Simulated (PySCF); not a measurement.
A side-by-side comparison of computed properties.

First species: C3H4N2.
SMILES with atom numbers: `[cH:1]1[cH:2][nH:3][cH:4][n:5]1` (hydrogens: H6 on C1; H7 on C2; H8 on N3; H9 on C4)

Geometry (GFN2-xTB, Å), atoms numbered from 1 in this order:
```
atom  x, y, z in Å
C1    -0.803   -0.926    0.073
C2    -0.884    0.408   -0.199
N3     0.398    0.878   -0.123
C4     1.181   -0.183    0.188
N5     0.487   -1.277    0.312
H6    -1.587   -1.655    0.114
H7    -1.714    1.042   -0.434
H8     0.692    1.829   -0.269
H9     2.243   -0.111    0.313
```

Second species: C7H5ClO3S.
Bonds: O1–C2 (double), C2–C3, C3–C4 (aromatic), C4–C5 (aromatic), C5–C6 (aromatic), C6–C7 (aromatic), C7–C8 (aromatic), C8–S9, S9–O10 (double), S9–O11 (double), S9–Cl12, C3–C8 (aromatic). Hydrogens: H13 on C2; H14 on C4; H15 on C5; H16 on C6; H17 on C7.

Levels: PBE0/pcSseg-1 for dipole moment, HOMO energy, LUMO energy and HOMO–LUMO gap; GFN2-xTB for rotational constant A and rotational constant C. Geometries: GFN2-xTB. Each species is one conformer at its optimised geometry, gas phase, non-relativistic unless stated; the electronic structure was computed with PySCF and density fitting.

The conformers computed, where there is a choice (atom-mapped SMILES and torsion angles):
- `[O:1]=[CH:2][c:3]1[cH:4][cH:5][cH:6][cH:7][c:8]1[S:9](=[O:10])(=[O:11])[Cl:12]`: O1–C2–C3–C4 7°, C7–C8–S9–O10 138°

Which of the two has the higher LUMO energy, and by how much?

The first: 0.78 eV against -2.89 eV, a difference of 3.67 eV.

Which of the two has the higher dipole moment, and by how much?

The second: 4.97 D against 3.81 D, a difference of 1.16 D.

Which of the two has the higher rotational constant C, and by how much?

The first: 4.868 GHz against 0.492 GHz, a difference of 4.376 GHz.

Which of the two has the higher HOMO energy, and by how much?

The first: -6.72 eV against -8.01 eV, a difference of 1.29 eV.

Which of the two has the higher rotational constant A, and by how much?

The first: 9.955 GHz against 1.037 GHz, a difference of 8.918 GHz.

Which has the higher HOMO–LUMO gap?

The first: 7.50 eV against 5.12 eV, a difference of 2.38 eV.

On the first: A dipole of 3.81 D is allowed in Cs, and pure rotational transitions are dipole-allowed. The dipole equals about 12.7 × 10⁻³⁰ C·m (1 D = 3.33564 × 10⁻³⁰ C·m).

On the second: The dipole matches unit charges of opposite sign 1.03 Å apart (1 e·Å = 4.8032 D). A dipole of 4.97 D is allowed in C1, and pure rotational transitions are dipole-allowed.
